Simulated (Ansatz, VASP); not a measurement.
**HfN: VASP beside Ansatz**

```
Hf N
1.0
     0.00000    2.27588    2.27588
     2.27588    0.00000    2.27588
     2.27588    2.27588    0.00000
Hf N
1 1
Direct
  0.00000 0.00000 0.00000
  0.50000 0.50000 0.50000
```

Alike in both runs: task single point; functional LDA; k mesh 11 × 11 × 11; occupations fermi-dirac, width 0.05 eV; no spin polarisation.

|  | VASP | Ansatz |
| --- | --- | --- |
| version | VASP 6.6.1 | Ansatz 0.2.0 |
| potentials or method | VASP PAW LDA potentials, release 64 (Hf_pv, N) | plane waves, PAW |
| plane-wave cutoff (eV) | 520 | 500 |
| valence electrons in the cell | 15 | 31 |

|  | VASP | Ansatz | Ansatz less VASP |
| --- | --- | --- | --- |
| pressure (GPa) | -16.1 | -14.9 | +1.20 |

The two sets of potentials don't hold the same shells in valence.

Caveats: so large a pressure means that the cell lies far from this level's equilibrium, or that cutoff or potentials fall short (VASP). Spin-orbit coupling is left out, which matters for the levels of Hf.
